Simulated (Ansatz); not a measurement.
# K11I12: the cost of one run

Program: Ansatz 0.2.0. Level of theory: DFT PBE, scalar-relativistic, plane waves, PAW. These are calculated values, not measurements.

1 further run of the same task is left out (set aside as unsound or not needed).

## (1) The starting structure

The structure is monoclinic, space group C2/m (No. 12). Conventional cell: a = 10.631 Å, b = 18.413 Å, c = 10.631 Å, α = 90.00°, β = 109.47°, γ = 90.00°. Around K (site symmetry m) lie 8 I at 3.76 Å. Around K (site symmetry 1) lie 8 I at 3.76 Å. K (site symmetry 2/m) has 8 I at 3.76 Å as nearest neighbours. Around K (site symmetry 2) lie 8 I at 3.76 Å. I (site symmetry 1) has 7 K at 3.76 Å as nearest neighbours. I (site symmetry 1) is surrounded by 8 K at 3.76 Å. I (site symmetry m) is surrounded by 7 K at 3.76 Å. Only part of the 9 independent sites is listed.

The input asks for a charge of -1 e on the cell.

As a file:

```cif
data_structure
_symmetry_space_group_name_H-M 'P 1'
_symmetry_Int_Tables_number 1
_cell_length_a 10.6307
_cell_length_b 10.6307
_cell_length_c 10.6307
_cell_angle_alpha 80.406
_cell_angle_beta 70.529
_cell_angle_gamma 60.000
_cell_volume 980.94
loop_
_atom_site_label
_atom_site_type_symbol
_atom_site_fract_x
_atom_site_fract_y
_atom_site_fract_z
_atom_site_occupancy
K1 K 0.91667 0.66667 0.25000 1
K2 K 0.75000 0.00000 0.75000 1
K3 K 0.16667 0.66667 0.50000 1
K4 K 0.41667 0.66667 0.75000 1
K5 K 0.00000 0.00000 0.00000 1
K6 K 0.83333 0.33333 0.50000 1
K7 K 0.25000 0.00000 0.25000 1
K8 K 0.08333 0.33333 0.75000 1
K9 K 0.50000 0.00000 0.50000 1
K10 K 0.33333 0.33333 0.00000 1
K11 K 0.58333 0.33333 0.25000 1
I1 I 0.37500 0.00000 0.87500 1
I2 I 0.62500 0.00000 0.12500 1
I3 I 0.45833 0.33333 0.62500 1
I4 I 0.87500 0.00000 0.37500 1
I5 I 0.12500 0.00000 0.62500 1
I6 I 0.70833 0.33333 0.87500 1
I7 I 0.54167 0.66667 0.37500 1
I8 I 0.95833 0.33333 0.12500 1
I9 I 0.79167 0.66667 0.62500 1
I10 I 0.20833 0.33333 0.37500 1
I11 I 0.04167 0.66667 0.87500 1
I12 I 0.29167 0.66667 0.12500 1
```

It goes back to an entry of the Materials Project, which need not be the stable form.

It is built from the cell relaxed beforehand with the same method (40.87 Å³/atom).

## (2) Setting up the jump

The supercell lacks one K atom, at fractional position (0.667, 0.667, 0.000), and holds 23 atoms and a charge of -1 e on a uniform background. Atom 2 (K), 4.34 Å away, is to jump into the empty site. The cell is fixed.

## (3) Relaxing around the vacancy

Contents of input.yaml:

```yaml
crystal:
  lattice:
    - [4.3399769145, 8.679953829, 4.3399769145]
    - [8.679953829, 4.3399769145, -4.3399769145]
    - [-4.3399769145, 8.679953829, -4.3399769145]
  atoms:
    - { symbol: K, position: [0.9166666667, 0.6666666667, 0.25] }
    - { symbol: K, position: [0.75, 0.0, 0.75] }
    - { symbol: K, position: [0.1666666667, 0.6666666667, 0.5] }
    - { symbol: K, position: [0.4166666667, 0.6666666667, 0.75] }
    - { symbol: K, position: [1.0, 0.0, 0.0] }
    - { symbol: K, position: [0.8333333333, 0.3333333333, 0.5] }
    - { symbol: K, position: [0.25, 0.0, 0.25] }
    - { symbol: K, position: [0.0833333333, 0.3333333333, 0.75] }
    - { symbol: K, position: [0.5, 0.0, 0.5] }
    - { symbol: K, position: [0.3333333333, 0.3333333333, 0.0] }
    - { symbol: K, position: [0.5833333333, 0.3333333333, 0.25] }
    - { symbol: I, position: [0.375, 0.0, 0.875] }
    - { symbol: I, position: [0.625, 0.0, 0.125] }
    - { symbol: I, position: [0.4583333333, 0.3333333333, 0.625] }
    - { symbol: I, position: [0.875, 0.0, 0.375] }
    - { symbol: I, position: [0.125, 0.0, 0.625] }
    - { symbol: I, position: [0.7083333333, 0.3333333333, 0.875] }
    - { symbol: I, position: [0.5416666667, 0.6666666667, 0.375] }
    - { symbol: I, position: [0.9583333333, 0.3333333333, 0.125] }
    - { symbol: I, position: [0.7916666667, 0.6666666667, 0.625] }
    - { symbol: I, position: [0.2083333333, 0.3333333333, 0.375] }
    - { symbol: I, position: [0.0416666667, 0.6666666667, 0.875] }
    - { symbol: I, position: [0.2916666667, 0.6666666667, 0.125] }
total_charge: -1
basis:
  ecutwfc: 420
kpoints:
  mp_grid: { grid: [2, 2, 2] }
hamiltonian:
  xc: pbe
scf:
  occupations: { method: gaussian, width: 0.05 }
output:
  forces: true
  stress: true
  eigenvalues: true
  write_density: true
  write_potential: true
  elf: true
  volumetric_format: npy
relax:
  adjacent_minimum: "off"
  f_tol: 0.02
  max_steps: 50
```

Launch:

```console
$ ansatz run input.yaml --threads 4 --pin off --max-ram 9216MiB --backend cpu --events-out ev --progress --plain --runs-dir out
```

What time and memory should one allow on 4 threads of Arm Neoverse V1, shared host?

About 2.2 min, with a peak of 3.6 GiB.
